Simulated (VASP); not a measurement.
Al: single point with HSE06

Crystal: Al.

```
Al
1.0
    -1.60700    1.60700    1.60700
     1.60700   -1.60700    1.60700
     1.60700    1.60700   -1.60700
Al
1
Direct
  0.00000 0.00000 0.00000
```

This isn't the form of Al at room conditions, which is fcc.

| Item | Value |
| --- | --- |
| Program | VASP 6.6.1 |
| Task | single point |
| Functional | HSE06 |
| Potentials or basis | VASP PAW PBE potentials, release 64 (Al) |
| Cutoff | 520 eV |
| k mesh | 8 × 8 × 8 |
| Occupations | gaussian, width 0.1 eV |
| Spin | no spin polarisation |
| Grid for exact exchange (PRECFOCK) | Fast |
| Screening parameter | 0.2 1/A |
| Further INCAR settings | ALGO = Normal; EDIFF = 1e-07; NBANDS = 8 |

```
Pressure               : 1.2 GPa
Band gap on the k mesh : none (metal or under the smearing width)
```

Levels at points of the mesh, in eV from the Fermi level:
| k point | band 1 | band 2 | band 3 | band 4 | band 5 | band 6 |
| --- | --- | --- | --- | --- | --- | --- |
| (0.00, 0.00, 0.00) | -12.85 | 14.20 | 14.20 | 14.20 | 15.61 | 15.61 |
| (0.50, 0.00, 0.00) | -5.12 | -4.58 | 8.80 | 8.94 | 10.62 | 12.18 |
| (0.50, 0.50, 0.50) | 3.34 | 3.34 | 3.34 | 4.45 | 4.45 | 7.01 |

Run time: 82 s on 1 thread of Intel(R) Xeon(R) 6975P-C (Granite Rapids), with other jobs on the host, peak memory 0.24 GiB.

Caveat: the PAW data sets were made with another functional, which shifts forces and pressure a little.
